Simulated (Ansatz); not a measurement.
Al2Au under changes of volume

One of the cells (18.000 Å³/atom); the others are scaled copies at fixed shape and fractional positions:

```
Au Al
1.0
     0.00000    3.00000    3.00000
     3.00000    0.00000    3.00000
     3.00000    3.00000    0.00000
Au Al
1 2
Direct
  0.00000 0.00000 0.00000
  0.75000 0.75000 0.75000
  0.25000 0.25000 0.25000
```

| Item | Value |
| --- | --- |
| Program | Ansatz 0.2.0 |
| Functional | PBE |
| Potentials or basis | Ansatz PAW |
| Cutoff | 420 eV (not typed: the program's choice for these potentials) |
| k mesh | 8 × 8 × 8 |
| Occupations | fermi-dirac, width 0.05 eV |
| Spin | no spin polarisation |

```tsv
volume (Å³/atom)	energy over the lowest point (meV/atom)	pressure (GPa)
16.920	?	?
17.280	30.92	8.7
17.640	14.80	5.8
18.000	4.73	3.3
18.360	0.00	1.0
18.720	0.03	-1.0
19.080	4.30	-2.8
```

What does the run at 16.920 Å³/atom give?

Energy over the lowest point 53.82 meV/atom; pressure 11.9 GPa.

Worked out: A Birch-Murnaghan fit of order 3 (a polynomial in V^(-2/3)) to the other rows has its minimum at 18.54 Å³/atom with B0 = V·E''(V) = 103 GPa and B' = 5.1. It gives 53.82 meV/atom at 16.920 Å³/atom, against the run's 53.82, and -dE/dV = 11.8 GPa, against 11.9.

Energies are extrapolated to zero smearing.
